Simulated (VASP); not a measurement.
# PtSe2 (P-3m1) in VASP: notebook

Runs on PtSe2. Level: PBE+D3(BJ). Tasks: relaxation of cell and atoms, vibrations by finite differences.

Everything below comes from runs of VASP 6.6.1. Logs are shortened: lines on timing, memory, paths and dates and some standing lists are left out, and cuts for length are marked.

## Step 1: The crystal as given

Symmetry: P-3m1, No. 164, trigonal system. The conventional cell has a = 3.724 Å, b = 3.724 Å, c = 5.062 Å, α = 90.00°, β = 90.00°, γ = 120.00°. Pt (site symmetry -3m) is surrounded by 6 Se at 2.49 Å. Around Se (site symmetry 3m) lie 3 Pt at 2.49 Å.

## Step 2: Relaxation of cell and atoms, PBE+D3(BJ)

Input file INCAR:

```
ALGO = Normal
EDIFF = 1E-7
EDIFFG = -0.002
ENCUT = 700
GGA = PE
IBRION = 2
ISIF = 3
ISMEAR = 0
IVDW = 12
KPAR = 4
LASPH = T
LCHARG = F
LREAL = F
LWAVE = F
NELM = 80
NSW = 80
PREC = Accurate
SIGMA = 0.02
```

Input file KPOINTS:

```
k-points
0
Gamma
  9 9 6
```

Input file POSCAR:

```
PtSe2
1.0
    3.7240000000      0.0000000000      0.0000000000
   -1.8620000000      3.2250786000      0.0000000000
    0.0000000000      0.0000000000      5.0620000000
Pt Se
1 2
Direct
    0.0000000000      0.0000000000      0.0000000000
    0.3333333300      0.6666666700      0.2500000000
    0.6666666700      0.3333333300      0.7500000000
```

Potentials or basis: VASP PAW PBE potentials, release 64 (Pt, Se).

Launch:

```console
cat potpaw_PBE.64/Pt/POTCAR potpaw_PBE.64/Se/POTCAR > POTCAR
mpirun -np 4 vasp_std > vasp.out
```

OUTCAR:

```text
EDIFF = 1E-7
   EDIFFG = -0.002
   ENCUT = 700
   GGA = PE
   IBRION = 2
   ISIF = 3
   ISMEAR = 0
   IVDW = 12
   LASPH = T
   LREAL = F
   NELM = 80
   NSW = 80
   PREC = Accurate
 IVDW          = 12

 ion  position               nearest neighbor table
   1  0.000  0.000  0.000-   2 2.49   3 2.49   2 2.49   3 2.49   3 2.49   2 2.49
   2  0.333  0.667  0.250-   1 2.49   1 2.49   1 2.49
   3  0.667  0.333  0.750-   1 2.49   1 2.49   1 2.49

  LATTYP: Found a hexagonal cell.
 ALAT       =     3.7240000000
 C/A-ratio  =     1.3592910849

  Lattice vectors:

 A1 = (   3.7240000000,   0.0000000000,   0.0000000000)
 A2 = (  -1.8620000000,   3.2250786000,   0.0000000000)
 A3 = (   0.0000000000,   0.0000000000,   5.0620000000)

Analysis of symmetry for initial positions (statically):
=====================================================================
 Subroutine PRICEL returns:
 Original cell was already a primitive cell.

 Routine SETGRP: Setting up the symmetry group for a
 hexagonal supercell.

 Subroutine GETGRP returns: Found 12 space group operations
 (whereof 12 operations were pure point group operations)
 out of a pool of 24 trial point group operations.

The static configuration has the point symmetry D_3d.

Analysis of symmetry for dynamics (positions and initial velocities):
=====================================================================
 Subroutine PRICEL returns:
 Original cell was already a primitive cell.

 Routine SETGRP: Setting up the symmetry group for a
 hexagonal supercell.

 Subroutine GETGRP returns: Found 12 space group operations
 (whereof 12 operations were pure point group operations)
 out of a pool of 24 trial point group operations.

The dynamic configuration has the point symmetry D_3d.

 Subroutine INISYM returns: Found 12 space group operations
 (whereof 12 operations are pure point group operations),
 and found     1 'primitive' translations

----------------------------------------------------------------------------------------

                                     Primitive cell

  volume of cell :      60.7956

  direct lattice vectors                    reciprocal lattice vectors
     3.724000000  0.000000000  0.000000000     0.268528464  0.155034981  0.000000000
    -1.862000000  3.225078600  0.000000000     0.000000000  0.310069962  0.000000000
     0.000000000  0.000000000  5.062000000     0.000000000  0.000000000  0.197550375

  length of vectors
     3.724000000  3.723999997  5.062000000     0.310069962  0.310069962  0.197550375

  position of ions in fractional coordinates (direct lattice)
     0.000000000  0.000000000  0.000000000
     0.333333330  0.666666670  0.250000000
     0.666666670  0.333333330  0.750000000

  ion indices of the primitive-cell ions
   primitive index   ion index
                 1           1
                 2           2
                 3           3

----------------------------------------------------------------------------------------

 KPOINTS: k-points

Automatic generation of k-mesh.
 Grid dimensions read from file:
 generate k-points for:    9    9    6

 Generating k-lattice:

  Cartesian coordinates                     Fractional coordinates (reciprocal lattice)
     0.029836496  0.017226109  0.000000000     0.111111111  0.000000000  0.000000000
     0.000000000  0.034452218  0.000000000     0.000000000  0.111111111  0.000000000
     0.000000000  0.000000000  0.032925063     0.000000000  0.000000000  0.166666667

  Length of vectors
     0.034452218  0.034452218  0.032925063

  Shift w.r.t. Gamma in fractional coordinates (k-lattice)
     0.000000000  0.000000000  0.000000000

 Subroutine IBZKPT returns following result:
 ===========================================

 Found     62 irreducible k-points:

 Following reciprocal coordinates:
            Coordinates               Weight
  0.000000  0.000000  0.000000      1.000000
  0.111111  0.000000  0.000000      6.000000
  0.222222  0.000000  0.000000      6.000000
  0.333333 -0.000000  0.000000      6.000000
  0.444444  0.000000  0.000000      6.000000
  0.111111  0.111111  0.000000      6.000000
[... 16 lines left out ...]
  0.222222  0.111111  0.166667     12.000000
 -0.111111  0.333333  0.166667     12.000000
 [... further k-points ...]
   k-points           NKPTS =     62   k-points in BZ     NKDIM =     62   number of bands    NBANDS=     15
   number of dos      NEDOS =    301   number of ions     NIONS =      3
   total plane-waves  NPLWV =  49152
   dimension x,y,z NGX =    32 NGY =   32 NGZ =   48
   dimension x,y,z NGXF=    64 NGYF=   64 NGZF=   96
   ions per type =               1   2
   NGX,Y,Z   is equivalent  to a cutoff of  14.29, 14.29, 15.76 a.u.
   NGXF,Y,Z  is equivalent  to a cutoff of  28.57, 28.57, 31.53 a.u.
 SYSTEM =  unknown system
   PREC   = accura    normal or accurate (medium, high low for compatibility)
   ISTART =      0    job   : 0-new  1-cont  2-samecut
   ICHARG =      2    charge: 1-file 2-atom 10-const
   ISPIN  =      1    spin polarized calculation?
   LNONCOLLINEAR =      F non collinear calculations
   LSORBIT =      F    spin-orbit coupling
   LASPH  =      T    aspherical Exc in radial PAW
   ENCUT  =  700.0 eV  51.45 Ry    7.17 a.u.   8.03  8.03 10.92*2*pi/ulx,y,z
   NELM   =     80;   NELMIN=  2; NELMDL= -5     # of ELM steps
   EDIFF  = 0.1E-06   stopping-criterion for ELM
   LREAL  =      F    real-space projection
   EDIFFG = -.2E-02   stopping-criterion for IOM
   NSW    =     80    number of steps for IOM
   IBRION =      2    ionic relax: 0-MD 1-quasi-New 2-CG
   NFREE  =      1    steps in history (QN), initial steepest desc. (CG)
   ISIF   =      3    stress and relaxation
   ISYM   =      2    0-nonsym 1-usesym 2-fastsym
   POTIM  = 0.5000    time-step for ionic-motion
   TEBEG  =    0.0;   TEEND  =   0.0 temperature during run
   PSTRESS=    0.0 pullay stress
   NELECT =      22.0000    total number of electrons
   NUPDOWN=      -1.0000    fix difference up-down
   EMIN   =  10.00;   EMAX   =-10.00  energy-range for DOS
   EFERMI =   0.00;   METHOD = LEGACY
   ISMEAR =     0;   SIGMA  =   0.02  broadening in eV -4-tet -1-fermi 0-gaus
   EFERMI_NEDOS =   21; number of points for ismear=-14 and -15
   IALGO  =     38    algorithm
   IMIX   =      4    mixing-type and parameters
     AMIX     =   0.40;   BMIX     =  1.00
     AMIX_MAG =   1.60;   BMIX_MAG =  1.00
  volume/ion in A,a.u.               =      20.27       136.76
  Fermi-wavevector in a.u.,A,eV,Ry     =   1.166608  2.204570 18.517184  1.360975
  Thomas-Fermi vector in A             =   2.303119
   LORBIT       =      0    0 simple, 1 ext, 2 COOP (PROOUT), +10 PAW based schemes
   GGA     = PE    functional components
   LHFCALC =     F    Hartree Fock is set to
   AEXX    =    0.0000 exact exchange contribution
   IVDW    =    12    specifies the selected vdW correction
   LEPSILON=     F    determine dielectric tensor
   LRPA    =     F    only Hartree local field effects (RPA)
 conjugate gradient relaxation of ions
 non-spin polarized calculation
 Gauss-broadening in eV      SIGMA  =   0.02
  energy-cutoff  :      700.00
  volume of cell :       60.80
 maximum number of plane-waves:      2584
   NGX = 17   NGY = 17   NGZ = 21

--------------------------------------- Ionic step        1  -------------------------------------------

 number of electron      21.9999999 magnetization

 Free energy of the ion-electron system (eV)
  ---------------------------------------------------
  ext. energy  EPLUGINS =         0.00000000
  ---------------------------------------------------
  free energy    TOTEN  =       -14.18573320 eV

  energy without entropy =      -14.18557654  energy(sigma->0) =      -14.18565487

------------------------ aborting loop because EDIFF is reached ----------------------------------------

 Edisp (eV)   -1.43094

 E8    (eV) :    -0.6140

  FORCE on cell =-STRESS in cart. coord.  units (eV):
  Direction    XX          YY          ZZ          XY          YZ          ZX
  --------------------------------------------------------------------------------------
  -------------------------------------------------------------------------------------
  Total       1.57773     1.57773     0.80572    -0.00000     0.00000     0.00000
  in kB      41.57866    41.57866    21.23342    -0.00000     0.00000     0.00000
  external pressure =       34.80 kB  Pullay stress =        0.00 kB
[... 100 lines left out ...]
  FREE ENERGIE OF THE ION-ELECTRON SYSTEM (eV)
  ---------------------------------------------------
  free  energy   TOTEN  =       -15.6407044243 eV

  energy  without entropy=      -15.6405649149  energy(sigma->0) =      -15.64063467

[... ionic steps 4 to 12 ...]

--------------------------------------- Ionic step       13  -------------------------------------------

 number of electron      21.9999999 magnetization

------------------------ aborting loop because EDIFF is reached ----------------------------------------

 Edisp (eV)   -1.47032

 E8    (eV) :    -0.6317
[... 71 lines left out ...]
  energy  without entropy=      -15.6657490795  energy(sigma->0) =      -15.66590419

--------------------------------------- Ionic step       15  -------------------------------------------

 number of electron      21.9999999 magnetization

 Free energy of the ion-electron system (eV)
  ---------------------------------------------------
  ext. energy  EPLUGINS =         0.00000000
  ---------------------------------------------------
  free energy    TOTEN  =       -14.19538546 eV

  energy without entropy =      -14.19507585  energy(sigma->0) =      -14.19523066

 E-fermi :   6.7350     XC(G=0): -10.8253

 val. band max:        6.6849891704   @ k =   0.3333   0.3333   0.0000
 cond. band min:       6.7395061916   @ k =  -0.1111   0.4444   0.1667
 fundamental gap:      0.0545170212
 Fermi energy:         6.7349810639

 k-point     1 :       0.0000    0.0000    0.0000
  band No.  band energies     occupation
      1      -8.9503      2.00000
      2      -5.8560      2.00000
      3      -0.4031      2.00000
      4       0.4933      2.00000
      5       0.4933      2.00000
      6       2.9251      2.00000
      7       2.9251      2.00000
      8       4.2384      2.00000
      9       5.7151      2.00000
     10       5.7151      2.00000
     11       7.5007      0.00000
     12       7.7843      0.00000
     13       7.7843      0.00000
     14      10.0822      0.00000
     15      10.8283      0.00000
[... 397 lines left out ...]
 k-point    24 :      -0.1111    0.3333    0.1667
  band No.  band energies     occupation
      1      -8.0194      2.00000
      2      -6.4003      2.00000
      3       0.1315      2.00000
      4       0.7968      2.00000
      5       1.1097      2.00000
      6       1.7877      2.00000
      7       2.5249      2.00000
      8       3.3705      2.00000
      9       4.3798      2.00000
     10       4.7873      2.00000
     11       6.2565      2.00000
     12       7.0607      0.00000
     13       8.1069      0.00000
     14      11.3587      0.00000
     15      12.9314      0.00000

 [... further k-points ...]

------------------------ aborting loop because EDIFF is reached ----------------------------------------

 Edisp (eV)   -1.47068

 E8    (eV) :    -0.6319

  FORCE on cell =-STRESS in cart. coord.  units (eV):
  Direction    XX          YY          ZZ          XY          YZ          ZX
  --------------------------------------------------------------------------------------
  -------------------------------------------------------------------------------------
  Total       0.00175     0.00175    -0.00477     0.00000     0.00000    -0.00000
  in kB       0.04722     0.04722    -0.12862     0.00000     0.00000    -0.00000
  external pressure =       -0.01 kB  Pullay stress =        0.00 kB
[... 18 lines left out ...]
  FREE ENERGIE OF THE ION-ELECTRON SYSTEM (eV)
  ---------------------------------------------------
  free  energy   TOTEN  =       -15.6660664327 eV

  energy  without entropy=      -15.6657568197  energy(sigma->0) =      -15.66591163

 reached required accuracy - stopping structural energy minimisation
```

Run time: 87 s. Hardware: 4 MPI ranks of Intel Xeon 6975P-C (Granite Rapids), shared host; peak memory 0.3 GiB.

Results:

```
Free energy                            : -15.6661 eV
Relaxed volume                         : 19.79 Å³/atom
Relaxed cell                           : a = 3.770 Å, b = 3.770 Å, c = 4.826 Å, α = 90.00°, β = 90.00°, γ = 120.00°
Space group after relaxing (to 0.05 Å) : P-3m1 (No. 164)
Energy gained by relaxing              : 16.5 meV/atom
Ionic steps                            : 15
Pressure after relaxing                : 0.0 GPa
Band gap on the k mesh                 : none (metal or under the smearing width)
Dispersion energy per atom             : -0.490 eV
```

The path:
| step | energy change (eV) | largest force (eV/Å) | pressure (GPa) | volume (Å³) |
| --- | --- | --- | --- | --- |
| 1 | 0.0000 | 0.6172 | 3.48 | 60.80 |
| 2 | 0.0314 | 0.3962 | -5.85 | 64.75 |
| 3 | -0.0240 | 0.1825 | -0.59 | 62.31 |
| 4 | -0.0240 | 0.1905 | -0.51 | 62.28 |
| 5 | -0.0293 | 0.1608 | -0.44 | 61.90 |
| 6 | -0.0410 | 0.0666 | -0.11 | 60.76 |
| 7 | -0.0415 | 0.1534 | 0.95 | 58.52 |
| 8 | -0.0456 | 0.0176 | 0.35 | 59.71 |
| 9 | -0.0467 | 0.1417 | -1.26 | 59.94 |
| 10 | -0.0478 | 0.0913 | -0.60 | 59.85 |
| 11 | -0.0493 | 0.0184 | 0.09 | 59.28 |
| 12 | -0.0494 | 0.0021 | -0.04 | 59.39 |
| 13 | -0.0494 | 0.0038 | -0.05 | 59.40 |
| 14 | -0.0494 | 0.0030 | 0.07 | 59.37 |
| 15 | -0.0494 | 0.0005 | 0.00 | 59.38 |

Final structure:
```
Pt Se
1.0
     3.76953    0.00000    0.00000
    -1.88477    3.26451    0.00000
     0.00000    0.00000    4.82577
Pt Se
1 2
Direct
  0.00000 0.00000 0.00000
  0.33333 0.66667 0.26573
  0.66667 0.33333 0.73427
```

Caveat: pairwise dispersion overbinds metals, which lowers pressure and volume.

(Part 1 of 2 ends here.)
